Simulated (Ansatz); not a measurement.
# MnO (Fm-3m) in Ansatz: notebook, part 2 of 2

Ansatz 0.2.0.

### Step 4. Band structure, BLYP, collinear spin, ferromagnetic start

input.yaml reads:

```yaml
crystal:
  lattice:
    - [0.0, 2.2239077028, 2.2239077028]
    - [2.2239077028, 0.0, 2.2239077028]
    - [2.2239077028, 2.2239077028, 0.0]
  atoms:
    - { symbol: Mn, position: [0.0, 0.0, 0.0], spin: 4.0 }
    - { symbol: O, position: [0.5, 0.5, 0.5] }
hamiltonian:
  xc: blyp
  pseudopotentials: { kind: paw }
magnetization:
  spin_polarized: true
kpoints:
  mp_grid: { grid: [10, 10, 10] }
  band_path:
    path:
      - [[0.0, 0.0, 0.0], [0.5, 0.0, 0.5], [0.5, 0.25, 0.75], [0.375, 0.375, 0.75], [0.0, 0.0, 0.0], [0.5, 0.5, 0.5], [0.625, 0.25, 0.625], [0.5, 0.25, 0.75], [0.5, 0.5, 0.5], [0.375, 0.375, 0.75]]
      - [[0.625, 0.25, 0.625], [0.5, 0.0, 0.5]]
    npoints: 14
scf:
  occupations: { method: fermi_dirac, width: 0.05 }
  n_extra_bands: 6
output:
  forces: true
  stress: true
  eigenvalues: true
  fatbands: false
```

Potentials or basis: Ansatz PAW.

Run with:

```sh
$ ansatz run input.yaml --threads 2 --pin off --max-ram 5632MiB --backend cpu --events-out ev --progress --plain --runs-dir out
```

Output:

```text
Warning: RAYON_NUM_THREADS=2 ignored (pool sized by the plan → 2); use --threads N
scf.n_extra_bands = 6 over 11 filled bands (N_el = 21.0): the run solves 17 bands
Engine: ansatz 0.2.0, x86_64-unknown-linux-gnu
Pseudopotentials: kind: paw
Pseudopotential: Mn, paw, valence charge 15, recommended cutoff 420 eV (normal), Mn.paw.azcp
Pseudopotential: O, paw, valence charge 6, recommended cutoff 420 eV (normal), O.paw.azcp
Functional definition: BLYP
  parameter beta = 0.0042
  parameter a = 0.04918
  parameter b = 0.132
  parameter c = 0.2533
  parameter d = 0.349
  exchange = b88_x(beta = beta)
  correlation = lyp_c(a = a, b = b, c = c, d = d)
Crystal: 2 atoms, lattice volume = 21.998 Å³
Basis set: ecut = 420 eV, 411 PW (Γ), exchange–correlation on 48×48×48 points (8 copies of the dense FFT grid, shifted against one another)
Bands: 17, of which v1, the nominal top of the filled ones, is band 11 counted from 1 (10 counted from 0)
Symmetry: 48 space group operations
Space group: Fm-3m (ITA 225), of the structure as read, at distance tolerance 2.8e-5 Å
Magnetic group: BNS 225.116 (UNI 1618), of the structure as read, at distance tolerance 2.8e-5 Å
k-points: 47 of 1000
Non-local potential: Mn, projectors of the file, l = 0: 3, l = 1: 2, l = 2: 3, l = 3: 1
Non-local potential: O, projectors of the file, l = 0: 2, l = 1: 2, l = 2: 1
PAW form: soft (Blöchl's): semilocal exchange-correlation on the pseudo side does not see the compensation charge
PAW frozen core: Mn, regenerated for the run's functional, and the local potential with it (the file was generated under x = pbe(κ = 0.804, μ = 0.2195149727645171), c = pbe(β = 0.06672455060314922))
PAW frozen core: O, regenerated for the run's functional, and the local potential with it (the file was generated under x = pbe(κ = 0.804, μ = 0.2195149727645171), c = pbe(β = 0.06672455060314922))
PAW one-centre angular grid: Mn, 590 points (default); XC on 64 Gauss nodes
PAW one-centre angular grid: O, 110 points (default); XC on 64 Gauss nodes
Initial density: superposition of atomic densities (chi_scale 0.1, normalization cell, long waves kept (reshape's long-wave potential 0.00 eV rms))
Starting moments: Σ|m| = 4 μB on 1 of 2 sites
Initial wavefunctions: pseudopotential atomic-orbital guess
Functional: x = b88, c = lyp
SCF iter   1: F=—  HF=-4475.967282 eV  |F-HF|=—  |Δ(HF+E_count)|=         —  Δρ=1.43e-1 (↑1.43e-1 ↓5.67e-2)  dr2=5.56e0  dr2_m=8.74e-1  M=4.516 μB ∫|m|=4.516 μB  β_m=0.30  ethr=3.10e-3  ⟨swp⟩=3.8  Hψ=6549  notcnv=0
Mixer restart at iter 1: flushing history
preconditioner: auto → none  [metal: Δε(μ)=0.006 eV  Ē_g=12.642 eV  σ=0.050 eV  W_gap=0.03  n_scr=8 (ndim 8)  ℏωp=28.5 eV  f_vac=0.000  D(μ)=1.64/eV (n_scr^D=14)  sad-step TF]
SCF iter   2: F=—  HF=-4475.661854 eV  |F-HF|=—  |Δ(HF+E_count)|=   3.05e-1  Δρ=8.55e-2 (↑8.55e-2 ↓2.88e-2)  dr2=1.25e0  dr2_m=5.15e-1  M=4.696 μB ∫|m|=4.696 μB  β_m=0.45  ethr=3.10e-3  ⟨swp⟩=2.6  Hψ=3734  notcnv=0  defer=52
SCF iter   3: F=—  HF=-4475.616985 eV  |F-HF|=—  |Δ(HF+E_count)|=   4.49e-2  Δρ=2.36e-2 (↑1.69e-2 ↓2.36e-2)  dr2=3.33e-1  dr2_m=8.13e-3  M=4.596 μB ∫|m|=4.596 μB  β_m=0.44  ethr=3.10e-3  ⟨swp⟩=2.9  Hψ=3337  notcnv=0  defer=87
SCF iter   4: F=—  HF=-4475.583368 eV  |F-HF|=—  |Δ(HF+E_count)|=   3.36e-2  Δρ=1.03e-2 (↑1.03e-2 ↓7.00e-3)  dr2=2.32e-2  dr2_m=6.52e-3  M=4.709 μB ∫|m|=4.709 μB  β_m=0.50  ethr=1.58e-3  ⟨swp⟩=2.2  Hψ=2672  notcnv=0  defer=92
SCF iter   5: F=—  HF=-4475.576514 eV  |F-HF|=—  |Δ(HF+E_count)|=         —  Δρ=4.14e-3 (↑4.14e-3 ↓2.64e-3)  dr2=2.19e-3  dr2_m=1.00e-3  M=4.675 μB ∫|m|=4.675 μB  β_m=0.50  ethr=1.11e-4  ⟨swp⟩=2.1  Hψ=2877  notcnv=0  defer=101
Mixer restart at iter 5: flushing history
SCF iter   6: F=—  HF=-4475.578027 eV  |F-HF|=—  |Δ(HF+E_count)|=   1.51e-3  Δρ=2.29e-3 (↑2.29e-3 ↓1.57e-3)  dr2=4.36e-4  dr2_m=6.39e-4  M=4.699 μB ∫|m|=4.699 μB  β_m=0.54  ethr=1.04e-5  ⟨swp⟩=2.0  Hψ=3003  notcnv=0  defer=107
SCF iter   7: F=—  HF=-4475.579732 eV  |F-HF|=—  |Δ(HF+E_count)|=   1.70e-3  Δρ=1.18e-3 (↑8.41e-4 ↓1.18e-3)  dr2=1.87e-4  dr2_m=1.35e-4  M=4.699 μB ∫|m|=4.699 μB  β_m=0.77  ethr=2.08e-6  ⟨swp⟩=2.0  Hψ=2552  notcnv=0  defer=107
SCF iter   8: F=—  HF=-4475.580556 eV  |F-HF|=—  |Δ(HF+E_count)|=   8.24e-4  Δρ=1.38e-3 (↑1.38e-3 ↓3.91e-4)  dr2=3.09e-4  dr2_m=1.01e-4  M=4.711 μB ∫|m|=4.711 μB  β_m=0.67  ethr=8.93e-7  ⟨swp⟩=2.0  Hψ=2919  notcnv=0  defer=109
SCF iter   9: F=—  HF=-4475.580433 eV  |F-HF|=—  |Δ(HF+E_count)|=   1.24e-4  Δρ=4.27e-4 (↑4.27e-4 ↓3.31e-4)  dr2=3.93e-5  dr2_m=1.83e-5  M=4.709 μB ∫|m|=4.709 μB  β_m=0.61  ethr=8.93e-7  ⟨swp⟩=2.2  Hψ=2662  notcnv=0  defer=108
SCF iter  10: F=—  HF=-4475.580422 eV  |F-HF|=—  |Δ(HF+E_count)|=   1.04e-5  Δρ=9.18e-5 (↑9.18e-5 ↓3.36e-5)  dr2=7.11e-7  dr2_m=7.37e-7  M=4.709 μB ∫|m|=4.709 μB  β_m=0.76  ethr=1.87e-7  ⟨swp⟩=1.9  Hψ=2217  notcnv=0  defer=108
SCF iter  11: F=—  HF=-4475.580422 eV  |F-HF|=—  |Δ(HF+E_count)|=   3.56e-7  Δρ=3.11e-6 (↑1.77e-6 ↓3.11e-6)  dr2=1.87e-9  dr2_m=8.95e-10  M=4.709 μB ∫|m|=4.709 μB  β_m=0.87  ethr=3.38e-9  ⟨swp⟩=2.2  Hψ=2120  notcnv=0  defer=108
SCF iter  12: F=-4475.580422 eV  HF=-4475.580422 eV  |F-HF|=1.47e-9  |Δ(HF+E_count)|=   1.78e-9  Δρ=1.99e-6 (↑1.03e-6 ↓1.99e-6)  dr2=1.70e-9  dr2_m=1.43e-10  M=4.709 μB ∫|m|=4.709 μB  ethr=8.92e-12  ⟨swp⟩=3.5  Hψ=5577  notcnv=0
SCF 1 converged in 12 iterations: F = -4475.580422 eV  dr2 = 1.70e-9
NSCF: frozen V_eff on 142 k-points
SCF converged after 12 iterations
Magnetization: 4.7086 μB (12.8543 up, 8.1457 down)
Absolute magnetization: 4.7086 μB (∫|ρ↑−ρ↓|, with the PAW one-centre terms)
Spin contamination: 0.0110 ħ² per cell (⟨S²⟩ above its minimum at these occupations)
Per-site moments (μB) at R_I (Å): [(4.007278918028828, 0.9173619274050001), (0.25567252544668395, 0.9173619274050001)]
Free energy (F): -4475.580422 eV
Harris-Foulkes:  -4475.580422 eV  (|F-HF|=1.47e-9)
Internal energy: -4475.569514 eV  (E = F + TS)
E sigma→0 (E₀):  -4475.574968 eV
Entropy (-TS):   -0.010908 eV (-5.454 meV/atom)
Fermi energy:    13.701179 eV
--- Per-component energies (eV) ---
  E_band       = -239.528474
  E_kinetic    = 475.112972
  E_local      = -2236.652569  (includes V_loc(G=0)·N_el)
  E_nonlocal   = 301.965799
  E_hartree    = 899.062391
  E_xc         = -182.613539
  E_vxc        = -232.598676  (∫ρ·V_xc dr)
  E_paw        = -1477.890229  (= ΣΔE_a)
  E_vpaw       = -345.483026  (= ΣTr[D̂ρ^β])
  E_aug_tail   = 0.002449  (compensation charges beyond the density's cutoff)
  E_ewald      = -2254.571925
  E_core_change = 0.015137  (= ΣΔE_core)
  E_smearing   = -0.010908  (= −TS)
  E_closure    = -0.000000  (closes the sum)
  Σ components = -4475.580422   (vs F -4475.580422, Δ=0.00e0)
--- Forces (eV/Å), atoms counted from 1 ---
  atom   1  Mn    -0.00000000     0.00000000    -0.00000000
  atom   2  O      0.00000000    -0.00000000     0.00000000
  max |Σ_I F_I| component: 1.70e-29 eV/Å
--- Stress (GPa, compression-positive) ---
        3.837355      -0.000000      -0.000000
        0.000000       3.837355      -0.000000
       -0.000000      -0.000000       3.837355
  P = ⅓ Tr σ = 3.8374 GPa (38.374 kbar)
--- Band table (eV; the first three rows and the last of 94) ---
  k-point 0 ↑: bands = ["-67.6613", "-36.4735", "-36.4735", "-36.4735", "-6.4832", "9.9135", "9.9135", "9.9135", "10.6365", "10.6365", "10.6365", "11.1526", "11.1526", "13.5757", "28.5228", "30.3472", "30.3472"]
  k-point 1 ↑: bands = ["-67.6607", "-36.4796", "-36.4743", "-36.4743", "-6.4012", "9.1284", "9.4245", "9.4245", "10.7456", "10.7456", "10.8720", "11.6527", "11.6527", "14.2159", "27.1945", "29.9475", "29.9475"]
  k-point 2 ↑: bands = ["-67.6591", "-36.4954", "-36.4763", "-36.4763", "-6.1790", "7.8603", "8.7219", "8.7219", "10.9500", "10.9500", "11.1369", "12.4779", "12.4779", "15.4893", "25.0554", "28.6841", "28.6841"]
  k-point 46 ↓: bands = ["-63.0337", "-32.0460", "-32.0327", "-32.0189", "-5.0651", "7.7796", "8.3288", "8.5121", "14.3250", "15.2345", "15.6720", "15.9031", "16.3833", "22.0345", "23.1103", "23.9854", "26.4462"]
```

Wall time 4 s (2 threads of Intel Xeon Platinum 8259CL at 2.50GHz (Skylake/Cascade Lake), shared host); peak memory 0.38 GiB.

What came out:

| Quantity | Value |
| --- | --- |
| Free energy | -4475.5804 eV |
| Pressure | 3.8 GPa |
| Band gap on the k mesh | none (metal or under the smearing width) |
| Net moment | 4.71 μB per cell |
| Absolute moment | 4.71 μB per cell |
| Site moments | Mn +4.01; O +0.26 μB |

Levels at the corners of the path, in eV from the Fermi level:
Spin up:
```
point  band 9  band 10  band 11  band 12  band 13  band 14  band 15  band 16  band 17
    Γ   -3.06    -3.06    -3.06    -2.55    -2.55    -0.13    14.82    16.65    16.65
    X   -4.00    -2.14    -1.93    -1.93    -1.80     5.22     8.15    10.95    13.84
    W   -2.33    -2.33    -1.93    -1.87    -0.84     7.14     8.66     8.66    11.24
    K   -2.91    -2.08    -1.87    -1.54    -0.89     6.58     8.29     8.53    13.40
    Γ   -3.06    -3.06    -3.06    -2.55    -2.55    -0.13    14.82    16.65    16.65
    L   -2.20    -2.20    -1.79     0.24     0.24     4.01     7.88    12.15    12.15
    U   -2.91    -2.08    -1.87    -1.54    -0.89     6.58     8.29     8.53    13.40
    W   -2.33    -2.33    -1.93    -1.87    -0.84     7.14     8.66     8.66    11.24
    L   -2.20    -2.20    -1.79     0.24     0.24     4.01     7.88    12.15    12.15
    K   -2.91    -2.08    -1.87    -1.54    -0.89     6.58     8.29     8.53    13.40
    U   -2.91    -2.08    -1.87    -1.54    -0.89     6.58     8.29     8.53    13.40
    X   -4.00    -2.14    -1.93    -1.93    -1.80     5.22     8.15    10.95    13.84
```
Spin down:
```tsv
point	band 6	band 7	band 8	band 9	band 10	band 11
Γ	-3.38	-3.38	-3.38	0.56	0.56	0.56
X	-6.37	-4.35	-4.35	-0.92	1.78	2.00
W	-5.67	-5.67	-5.27	1.12	1.12	1.98
K	-6.03	-5.71	-4.67	0.31	1.97	2.00
Γ	-3.38	-3.38	-3.38	0.56	0.56	0.56
L	-7.37	-4.90	-4.90	1.76	1.77	1.77
U	-6.03	-5.71	-4.67	0.31	1.97	2.00
W	-5.67	-5.67	-5.27	1.12	1.12	1.98
L	-7.37	-4.90	-4.90	1.76	1.77	1.77
K	-6.03	-5.71	-4.67	0.31	1.97	2.00
U	-6.03	-5.71	-4.67	0.31	1.97	2.00
X	-6.37	-4.35	-4.35	-0.92	1.78	2.00
```

Caveat: the pressure holds a Pulay correction of +0.8 GPa for the finite cutoff; a cell with one magnetic atom can't hold antiferromagnetic order, which such compounds often take; semilocal functionals often make such compounds metallic where correlation or magnetic order opens a gap, which also shifts bond lengths; the PAW data sets come from PBE, with cores solved anew for the run's functional, which leaves a small shift of forces and pressure.

### Step 5. Summary

| level | gap on the mesh (eV) | pressure (GPa) | moment (μB) |
| --- | --- | --- | --- |
| RPBE | none | 5.6 | 4.82 |
| revPBE | none | 4.2 | 4.81 |
| BLYP | none | 3.8 | 4.71 |

Alike in all rows: task band structure; potentials or basis Ansatz PAW; spin collinear, ferromagnetic start; cell as given; k mesh 10 × 10 × 10; cutoff (eV) 420; smearing fermi-dirac 0.05 eV.

Every run on the cell as given and a fine mesh finds a metal. The pressure there spans 3.8 GPa (BLYP) to 5.6 GPa (RPBE); a positive pressure means that this level wants a larger cell, a negative one a smaller.

Caveats: a cell with one magnetic atom can't hold antiferromagnetic order, which such compounds often take; semilocal functionals often make such compounds metallic where correlation or magnetic order opens a gap, which also shifts bond lengths; the PAW data sets come from PBE, with cores solved anew for the run's functional, which leaves a small shift of forces and pressure.

Total energies depend on the potentials used, so only differences within one code and one set of settings carry meaning.
